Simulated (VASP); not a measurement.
# SiC (F-43m) in VASP: band structure with HSE06

Aim: the band structure of SiC with HSE06.

All numbers are computed with VASP 6.6.1; they aren't measurements. Logs are shortened: lines on timing, memory, paths and dates and some standing lists are left out, and cuts for length are marked.

**Experimental background.**

“Insight into the structural, elastic and electronic properties of a new orthorhombic 6O-SiC polytype”, 2020, pmc:7200658 quotes, for a bulk crystal of SiC: band gap 2.4 eV (indirect).

The runs below are set against these values where they give the same quantity.

**1. The crystal as given**

Symmetry: F-43m, No. 216, cubic system. The conventional cell has a = 4.358 Å, b = 4.358 Å, c = 4.358 Å, α = 90.00°, β = 90.00°, γ = 90.00°. Si (site symmetry -43m) has 4 C at 1.89 Å as nearest neighbours. C (site symmetry -43m) has 4 Si at 1.89 Å as nearest neighbours.

**2. Band structure, HSE06**

The input, POSCAR:

```
SiC
1.0
    0.0000000000      2.1790000000      2.1790000000
    2.1790000000      0.0000000000      2.1790000000
    2.1790000000      2.1790000000      0.0000000000
Si C
1 1
Direct
    0.0000000000      0.0000000000      0.0000000000
    0.2500000000      0.2500000000      0.2500000000
```

The input, INCAR.step1:

```
PREC = Accurate
ENCUT = 520
EDIFF = 1E-5
ISMEAR = 0
SIGMA = 0.02
LREAL = False
LASPH = True
NELM = 60
ALGO = Normal
ISIF = 2
LWAVE = True
LCHARG = False
GGA = PE
```

The input, INCAR.step2:

```
PREC = Accurate
ENCUT = 520
EDIFF = 1E-6
ISMEAR = 0
SIGMA = 0.02
LREAL = False
LASPH = True
NELM = 60
ALGO = Normal
ISIF = 2
LWAVE = False
LCHARG = False
GGA = PE
LHFCALC = True
HFSCREEN = 0.2
PRECFOCK = Fast
ISTART = 1
```

The input, KPOINTS:

```
Automatic mesh
0
Gamma
  8 8 8
```

The input, KPOINTS_OPT:

```
path GXWKGLUWLK,UX
12
line-mode
reciprocal
 0.0000000000  0.0000000000  0.0000000000  G
 0.5000000000  0.0000000000  0.5000000000  X

 0.5000000000  0.0000000000  0.5000000000  X
 0.5000000000  0.2500000000  0.7500000000  W

 0.5000000000  0.2500000000  0.7500000000  W
 0.3750000000  0.3750000000  0.7500000000  K

 0.3750000000  0.3750000000  0.7500000000  K
 0.0000000000  0.0000000000  0.0000000000  G

 0.0000000000  0.0000000000  0.0000000000  G
 0.5000000000  0.5000000000  0.5000000000  L

 0.5000000000  0.5000000000  0.5000000000  L
 0.6250000000  0.2500000000  0.6250000000  U

 0.6250000000  0.2500000000  0.6250000000  U
 0.5000000000  0.2500000000  0.7500000000  W

 0.5000000000  0.2500000000  0.7500000000  W
 0.5000000000  0.5000000000  0.5000000000  L

 0.5000000000  0.5000000000  0.5000000000  L
 0.3750000000  0.3750000000  0.7500000000  K

 0.6250000000  0.2500000000  0.6250000000  U
 0.5000000000  0.0000000000  0.5000000000  X
```

Potentials or basis: VASP PAW PBE potentials, release 64 (Si, C).

The run is started by

```sh
$ cat potpaw_PBE.64/Si/POTCAR potpaw_PBE.64/C/POTCAR > POTCAR
$ cp INCAR.step1 INCAR
$ mpirun -np 1 vasp_std > vasp.out
$ cp INCAR.step2 INCAR
$ mpirun -np 1 vasp_std > vasp.out
```

OUTCAR:

```text
PREC = Accurate
   ENCUT = 520
   EDIFF = 1E-6
   ISMEAR = 0
   LREAL = False
   LASPH = True
   NELM = 60
   ISIF = 2
   GGA = PE
   LHFCALC = True
   HFSCREEN = 0.2
   PRECFOCK = Fast
   ISTART = 1

 ion  position               nearest neighbor table
   1  0.000  0.000  0.000-   2 1.89   2 1.89   2 1.89   2 1.89
   2  0.250  0.250  0.250-   1 1.89   1 1.89   1 1.89   1 1.89

  LATTYP: Found a face centered cubic cell.
 ALAT       =     4.3580000000

  Lattice vectors:

 A1 = (   0.0000000000,   2.1790000000,   2.1790000000)
 A2 = (   2.1790000000,   0.0000000000,   2.1790000000)
 A3 = (   2.1790000000,   2.1790000000,   0.0000000000)

Analysis of symmetry for initial positions (statically):
=====================================================================
 Subroutine PRICEL returns:
 Original cell was already a primitive cell.

 Routine SETGRP: Setting up the symmetry group for a
 face centered cubic supercell.

 Subroutine GETGRP returns: Found 24 space group operations
 (whereof 24 operations were pure point group operations)
 out of a pool of 48 trial point group operations.

The static configuration has the point symmetry T_d .

Analysis of symmetry for dynamics (positions and initial velocities):
=====================================================================
 Subroutine PRICEL returns:
 Original cell was already a primitive cell.

 Routine SETGRP: Setting up the symmetry group for a
 face centered cubic supercell.

 Subroutine GETGRP returns: Found 24 space group operations
 (whereof 24 operations were pure point group operations)
 out of a pool of 48 trial point group operations.

The dynamic configuration has the point symmetry T_d .

 Subroutine INISYM returns: Found 24 space group operations
 (whereof 24 operations are pure point group operations),
 and found     1 'primitive' translations

----------------------------------------------------------------------------------------

                                     Primitive cell

  volume of cell :      20.6920

  direct lattice vectors                    reciprocal lattice vectors
     0.000000000  2.179000000  2.179000000    -0.229463056  0.229463056  0.229463056
     2.179000000  0.000000000  2.179000000     0.229463056 -0.229463056  0.229463056
     2.179000000  2.179000000  0.000000000     0.229463056  0.229463056 -0.229463056

  length of vectors
     3.081571352  3.081571352  3.081571352     0.397441672  0.397441672  0.397441672

  position of ions in fractional coordinates (direct lattice)
     0.000000000  0.000000000  0.000000000
     0.250000000  0.250000000  0.250000000

  ion indices of the primitive-cell ions
   primitive index   ion index
                 1           1
                 2           2

----------------------------------------------------------------------------------------

 KPOINTS: Automatic mesh

Automatic generation of k-mesh.
 Grid dimensions read from file:
 generate k-points for:    8    8    8

 Generating k-lattice:

  Cartesian coordinates                     Fractional coordinates (reciprocal lattice)
    -0.028682882  0.028682882  0.028682882     0.125000000  0.000000000  0.000000000
     0.028682882 -0.028682882  0.028682882     0.000000000  0.125000000  0.000000000
     0.028682882  0.028682882 -0.028682882     0.000000000  0.000000000  0.125000000

  Length of vectors
     0.049680209  0.049680209  0.049680209

  Shift w.r.t. Gamma in fractional coordinates (k-lattice)
     0.000000000  0.000000000  0.000000000

 Subroutine IBZKPT returns following result:
 ===========================================

 Found     29 irreducible k-points:

 Following reciprocal coordinates:
            Coordinates               Weight
  0.000000  0.000000  0.000000      1.000000
  0.125000  0.000000  0.000000      8.000000
  0.250000  0.000000  0.000000      8.000000
  0.375000  0.000000  0.000000      8.000000
  0.500000  0.000000  0.000000      4.000000
  0.125000  0.125000  0.000000      6.000000
[... 16 lines left out ...]
  0.500000  0.250000  0.125000     48.000000
 -0.375000  0.250000  0.125000     24.000000
 [... further k-points ...]
   k-points           NKPTS =     29   k-points in BZ     NKDIM =    512   number of bands    NBANDS=      8
   number of dos      NEDOS =    301   number of ions     NIONS =      2
   total plane-waves  NPLWV =  13824
   dimension x,y,z NGX =    24 NGY =   24 NGZ =   24
   dimension x,y,z NGXF=    48 NGYF=   48 NGZF=   48
   ions per type =               1   1
   NGX,Y,Z   is equivalent  to a cutoff of  12.95, 12.95, 12.95 a.u.
   NGXF,Y,Z  is equivalent  to a cutoff of  25.90, 25.90, 25.90 a.u.
 SYSTEM =  unknown system
   PREC   = accura    normal or accurate (medium, high low for compatibility)
   ISTART =      1    job   : 0-new  1-cont  2-samecut
   ICHARG =      0    charge: 1-file 2-atom 10-const
   ISPIN  =      1    spin polarized calculation?
   LNONCOLLINEAR =      F non collinear calculations
   LSORBIT =      F    spin-orbit coupling
   LASPH  =      T    aspherical Exc in radial PAW
   ENCUT  =  520.0 eV  38.22 Ry    6.18 a.u.   5.73  5.73  5.73*2*pi/ulx,y,z
   NELM   =     60;   NELMIN=  2; NELMDL=  0     # of ELM steps
   EDIFF  = 0.1E-05   stopping-criterion for ELM
   LREAL  =      F    real-space projection
   EDIFFG = 0.1E-04   stopping-criterion for IOM
   NSW    =      0    number of steps for IOM
   IBRION =     -1    ionic relax: 0-MD 1-quasi-New 2-CG
   NFREE  =      0    steps in history (QN), initial steepest desc. (CG)
   ISIF   =      2    stress and relaxation
   ISYM   =      3    0-nonsym 1-usesym 2-fastsym
   POTIM  = 0.5000    time-step for ionic-motion
   TEBEG  =    0.0;   TEEND  =   0.0 temperature during run
   PSTRESS=    0.0 pullay stress
   NELECT =       8.0000    total number of electrons
   NUPDOWN=      -1.0000    fix difference up-down
   EMIN   =  10.00;   EMAX   =-10.00  energy-range for DOS
   EFERMI =   0.00;   METHOD = LEGACY
   ISMEAR =     0;   SIGMA  =   0.02  broadening in eV -4-tet -1-fermi 0-gaus
   EFERMI_NEDOS =   21; number of points for ismear=-14 and -15
   IALGO  =     38    algorithm
   IMIX   =      1    mixing-type and parameters
     AMIX     =   0.40;   BMIX     =  1.00
     AMIX_MAG =   1.60;   BMIX_MAG =  1.00
  volume/ion in A,a.u.               =      10.35        69.82
  Fermi-wavevector in a.u.,A,eV,Ry     =   1.192626  2.253736 19.352338  1.422357
  Thomas-Fermi vector in A             =   2.328660
   LORBIT       =      0    0 simple, 1 ext, 2 COOP (PROOUT), +10 PAW based schemes
   GGA     = PE    functional components
   LHFCALC =     T    Hartree Fock is set to
   PRECFOCK=fast      Normal, Fast or Accurate (Low or Medium for compatibility)
   ENCUT4O =  -1.0   cutoff for four orbital integrals eV
   NKREDX  =     1    reduce k-point grid by
   NKREDY  =     1    reduce k-point grid by
   NKREDZ  =     1    reduce k-point grid by
   AEXX    =    0.2500 exact exchange contribution
   HFSCREEN=    0.2000 screening length (either q_TF or 0.3 A-1)
   HFSCREENC=   0.2000 screening length for correlation (either q_TF or 0.3 A-1)
   ENCUTFOCK=  -1.0 apply spherical cutoff to Coloumb kernel
   IVDW    =     0    specifies the selected vdW correction
   LEPSILON=     F    determine dielectric tensor
   LRPA    =     F    only Hartree local field effects (RPA)
 non-spin polarized calculation
 Gauss-broadening in eV      SIGMA  =   0.02
  energy-cutoff  :      520.00
  volume of cell :       20.69
 maximum number of plane-waves:       568
  NGX = 14; NGY = 14; NGZ = 14

 number of electron       8.0000001 magnetization

 Free energy of the ion-electron system (eV)
  ---------------------------------------------------
  ext. energy  EPLUGINS =         0.00000000
  ---------------------------------------------------
  free energy    TOTEN  =       -17.46093124 eV

  energy without entropy =      -17.46093124  energy(sigma->0) =      -17.46093124

 E-fermi :   7.5981     XC(G=0):  -9.3440

 val. band max:        7.4795790868   @ k =   0.0000   0.0000   0.0000
 cond. band min:       9.7308278695   @ k =   0.5000   0.5000   0.0000
 fundamental gap:      2.2512487827
 Fermi energy:         7.5980969382

 k-point     1 :       0.0000    0.0000    0.0000
  band No.  band energies     occupation
      1      -9.5122      2.00000
      2       7.4796      2.00000
      3       7.4796      2.00000
      4       7.4796      2.00000
      5      15.0347      0.00000
      6      16.0885      0.00000
      7      16.0885      0.00000
      8      16.0885      0.00000

 k-point     2 :       0.1250    0.0000    0.0000
  band No.  band energies     occupation
      1      -9.1812      2.00000
      2       5.8697      2.00000
      3       7.2615      2.00000
      4       7.2615      2.00000
      5      15.2438      0.00000
      6      16.4746      0.00000
      7      16.4746      0.00000
      8      16.7068      0.00000

 k-point     3 :       0.2500    0.0000    0.0000
  band No.  band energies     occupation
      1      -8.2134      2.00000
      2       2.7745      2.00000
      3       6.8171      2.00000
      4       6.8171      2.00000
      5      14.7175      0.00000
      6      16.7387      0.00000
      7      16.7387      0.00000
      8      18.3808      0.00000
[... 210 lines left out ...]
 k-point    23 :       0.5000    0.2500    0.1250
  band No.  band energies     occupation
      1      -5.9652      2.00000
      2       0.3269      2.00000
      3       3.5589      2.00000
      4       5.3934      2.00000
      5      13.9490      0.00000
      6      16.3887      0.00000
      7      18.1497      0.00000
      8      19.4866      0.00000

 k-point    24 :      -0.3750    0.2500    0.1250
  band No.  band energies     occupation
      1      -4.9603      2.00000
      2      -1.0917      2.00000
      3       3.4324      2.00000
      4       5.0283      2.00000
      5      13.8841      0.00000
      6      16.0513      0.00000
      7      19.1866      0.00000
      8      20.1199      0.00000

 [... further k-points ...]

------------------------ aborting loop because EDIFF is reached ----------------------------------------

  FORCE on cell =-STRESS in cart. coord.  units (eV):
  Direction    XX          YY          ZZ          XY          YZ          ZX
  --------------------------------------------------------------------------------------
  -------------------------------------------------------------------------------------
  Total       -0.2365935     -0.2365935     -0.2365935     -0.0000000      0.0000000      0.0000000
  in kB      -18.3194179    -18.3194179    -18.3194179     -0.0000000      0.0000000      0.0000000
  external PRESSURE =     -18.3194179 kB  Pullay stress =       0.0000000 kB

 VOLUME and BASIS-vectors are now :
 -----------------------------------------------------------------------------
  energy-cutoff  :      520.00
  volume of cell :       20.69
      direct lattice vectors                 reciprocal lattice vectors
     0.000000000  2.179000000  2.179000000    -0.229463056  0.229463056  0.229463056
     2.179000000  0.000000000  2.179000000     0.229463056 -0.229463056  0.229463056
     2.179000000  2.179000000  0.000000000     0.229463056  0.229463056 -0.229463056

 POSITION                                       TOTAL-FORCE (eV/Angst)
 -----------------------------------------------------------------------------------
      0.00000      0.00000      0.00000         0.000000     -0.000000      0.000000
      1.08950      1.08950      1.08950        -0.000000      0.000000     -0.000000
 -----------------------------------------------------------------------------------
    total drift:                                0.000000     -0.000000     -0.000000

  FREE ENERGIE OF THE ION-ELECTRON SYSTEM (eV)
  ---------------------------------------------------
  free  energy   TOTEN  =       -17.4609312379 eV

  energy  without entropy=      -17.4609312379  energy(sigma->0) =      -17.46093124
```

It took 17 min on 1 thread of Intel Xeon Platinum 8488C (Sapphire Rapids), shared host; peak memory 0.31 GiB.

What came out:

* Free energy: -17.4609 eV
* Pressure: -1.8 GPa
* Band gap on the k mesh: 2.25 eV, indirect (least direct gap 5.75 eV)
* Band gap along the path: 2.25 eV, indirect (least direct gap 5.75 eV)

Levels at the corners of the path, in eV from the valence-band top:
| point | band 1 | band 2 | band 3 | band 4 | band 5 | band 6 | band 7 | band 8 |
| --- | --- | --- | --- | --- | --- | --- | --- | --- |
| Γ | -16.99 | 0.00 | 0.00 | 0.00 | 7.56 | 8.61 | 8.61 | 8.61 |
| X | -11.58 | -8.54 | -3.50 | -3.50 | 2.25 | 5.39 | 15.96 | 15.99 |
| X | -11.58 | -8.54 | -3.50 | -3.50 | 2.25 | 5.39 | 15.96 | 15.98 |
| W | -11.34 | -7.68 | -5.45 | -5.06 | 6.36 | 10.94 | 11.06 | 11.07 |
| W | -11.34 | -7.68 | -5.45 | -5.06 | 6.36 | 10.94 | 11.06 | 11.07 |
| K | -11.58 | -7.96 | -6.03 | -2.85 | 4.11 | 9.10 | 13.55 | 14.25 |
| K | -11.58 | -7.96 | -6.03 | -2.85 | 4.11 | 9.10 | 13.55 | 14.23 |
| Γ | -16.99 | 0.00 | 0.00 | 0.00 | 7.56 | 8.61 | 8.61 | 8.61 |
| Γ | -16.99 | 0.00 | 0.00 | 0.00 | 7.56 | 8.61 | 8.61 | 8.61 |
| L | -13.14 | -9.36 | -1.16 | -1.16 | 6.66 | 8.50 | 8.50 | 11.58 |
| L | -13.14 | -9.36 | -1.16 | -1.16 | 6.66 | 8.50 | 8.50 | 11.58 |
| U | -11.58 | -7.96 | -6.03 | -2.85 | 4.11 | 9.10 | 13.55 | 14.31 |
| U | -11.58 | -7.96 | -6.03 | -2.85 | 4.11 | 9.10 | 13.55 | 14.22 |
| W | -11.34 | -7.68 | -5.45 | -5.06 | 6.36 | 10.94 | 11.06 | 11.07 |
| W | -11.34 | -7.68 | -5.45 | -5.06 | 6.36 | 10.94 | 11.06 | 11.07 |
| L | -13.14 | -9.36 | -1.16 | -1.16 | 6.66 | 8.50 | 8.50 | 11.58 |
| L | -13.14 | -9.36 | -1.16 | -1.16 | 6.66 | 8.50 | 8.50 | 11.58 |
| K | -11.58 | -7.96 | -6.03 | -2.85 | 4.11 | 9.10 | 13.55 | 14.23 |
| U | -11.58 | -7.96 | -6.03 | -2.85 | 4.11 | 9.10 | 13.55 | 14.23 |
| X | -11.58 | -8.54 | -3.50 | -3.50 | 2.25 | 5.39 | 15.96 | 16.05 |

Caveat: the PAW data sets were made with another functional, which shifts forces and pressure a little.

**3. How close it comes**

Step 2. A measured gap of SiC is 2.4 eV (indirect; quoted in “Insight into the structural, elastic and electronic properties of a new orthorhombic 6O-SiC polytype”, 2020, pmc:7200658); the calculated 2.25 eV misses it by -0.15 eV. The value is that of HSE06, without temperature or zero-point motion.
